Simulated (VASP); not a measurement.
**Results of a VASP single-point calculation on KBr (strained CsCl)**

POSCAR

```
K  Br
 1.0000000000000000
     4.1194005042999997    0.0000000000000000    0.0000000000000000
     0.0000000000000000    3.9762553129999998    0.0000000000000000
     0.0000000000000000    0.0000000000000000    3.9762553129999998
 K   Br
   1   1
Cartesian
  0.0000000000000000  0.0000000000000000  0.0000000000000000
  2.0597002521499999  1.9881276564999999  1.9881276564999999
```

```yaml
gap_between_bands_v_and_c: 3.84 eV
least_direct_gap: 4.09 eV
```

Band v is the last that the valence electrons fill when counted band by band, and c is the next. Levels in eV from the top of v:

```
point    v−1      v     c   c+1
    Γ  -0.25  -0.25  3.84  5.71
    X  -0.43  -0.21  6.46  7.11
    M  -1.43   0.00  5.13  6.53
    R  -1.53  -1.47  7.33  7.40
```

Question: Which of these levels of theory gave these results?
A. r²SCAN
B. PBE
C. PBEsol
D. LDA
E. PBE0
F. PBE with spin–orbit coupling
G. HSE06

Answer: B.

The INCAR was:

```
LCHARG = .FALSE.
EDIFF = 1E-7
LREAL = .FALSE.
SIGMA = 0.02
NELM = 120
ISMEAR = -1
NBANDS = 15
IBRION = -1
PREC = Accurate
LASPH = .TRUE.
ENCUT = 520
LWAVE = .FALSE.
GGA = PE
ISIF = 2
NSW = 0
```
